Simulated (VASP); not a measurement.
Wanted: the native input for a VASP 6.6.1 run.

```yaml
Task: single point
Functional: r2SCAN
Potentials_or_basis: VASP PAW PBE potentials, release 64 (Ag, Cl)
Cutoff: 520 eV
k_mesh: 7 × 7 × 7
Occupations: methfessel-paxton, width 0.05 eV
Spin: no spin polarisation
Dipole_correction: no
Further_INCAR_settings: ALGO = Normal; EDIFF = 1e-06; NBANDS = 16
```

The system is AgCl (Chlorargyrite).

```
Ag Cl
1.0
     0.00000    2.73500    2.73500
     2.73500    0.00000    2.73500
     2.73500    2.73500    0.00000
Ag Cl
1 1
Direct
  0.00000 0.00000 0.00000
  0.50000 0.50000 0.50000
```

One way to write it, as run:

POSCAR

```
AgCl
1.0
    0.0000000000      2.7350000000      2.7350000000
    2.7350000000      0.0000000000      2.7350000000
    2.7350000000      2.7350000000      0.0000000000
Ag Cl
1 1
Direct
    0.0000000000      0.0000000000      0.0000000000
    0.5000000000      0.5000000000      0.5000000000
```

INCAR.step1

```
ALGO = Normal
EDIFF = 1E-4
ENCUT = 520
GGA = PE
ISMEAR = 1
LASPH = T
LCHARG = F
LREAL = F
LWAVE = T
NBANDS = 16
NELM = 100
PREC = Accurate
SIGMA = 0.05
```

INCAR.step2

```
ALGO = Normal
EDIFF = 1E-6
ENCUT = 520
ISIF = 2
ISMEAR = 1
ISTART = 1
LASPH = T
LCHARG = T
LELF = T
LMIXTAU = T
LREAL = F
LVHAR = T
LWAVE = F
METAGGA = R2SCAN
NBANDS = 16
NELM = 100
PREC = Accurate
SIGMA = 0.05
```

KPOINTS

```
k-points
0
Gamma
  7 7 7
```

Potentials or basis: VASP PAW PBE potentials, release 64 (Ag, Cl).

Launch:

```console
$ cat potpaw_PBE.64/Ag/POTCAR potpaw_PBE.64/Cl/POTCAR > POTCAR
$ cp INCAR.step1 INCAR
$ mpirun -np 1 vasp_std > vasp.out
$ cp INCAR.step2 INCAR
$ mpirun -np 1 vasp_std > vasp.out
```

Results of the run:

```
Pressure               : 2.2 GPa
Band gap on the k mesh : 1.51 eV, indirect (least direct gap 3.91 eV)
```

Caveat: the PAW data sets were made with another functional, which shifts forces and pressure a little; an odd mesh through Γ misses points on the zone boundary, where band edges often lie.

Wall time 31 s on 1 thread of Intel(R) Xeon(R) 6975P-C (Granite Rapids), on a shared host, peak memory 0.17 GiB.
